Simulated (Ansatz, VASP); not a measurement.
# Mg in VASP and in Ansatz

```
CELL_PARAMETERS angstrom
-1.77891 1.77891 1.77891
1.77891 -1.77891 1.77891
1.77891 1.77891 -1.77891
ATOMIC_POSITIONS crystal
Mg 0.00000 0.00000 0.00000
```

Alike in both runs: functional PBEsol; k mesh 16 × 16 × 16; occupations gaussian, width 0.1 eV; no spin polarisation.

Ansatz relaxed the structure, and its values are those at the end. VASP's run is a single point on that final structure, the one shown.

|  | VASP | Ansatz |
| --- | --- | --- |
| version | VASP 6.6.1 | Ansatz 0.2.0 |
| potentials or method | VASP PAW PBE potentials, release 64 (Mg) | scalar-relativistic, plane waves, PAW |
| plane-wave cutoff (eV) | 520 | 420 |
| valence electrons in the cell | 2 | 10 |

VASP gave:

* gap on the k mesh at the Fermi level (eV): none
* pressure (GPa): -0.1

**Question.** Which values does Ansatz return?

**Answer.** gap on the k mesh at the Fermi level (eV): none; pressure (GPa): 0.0.

A gap of «none» marks a metal or a gap that the smearing closes. The two sets of potentials don't hold the same shells in valence.

Caveats: the PAW data sets were made with another functional, which shifts forces and pressure a little (VASP).
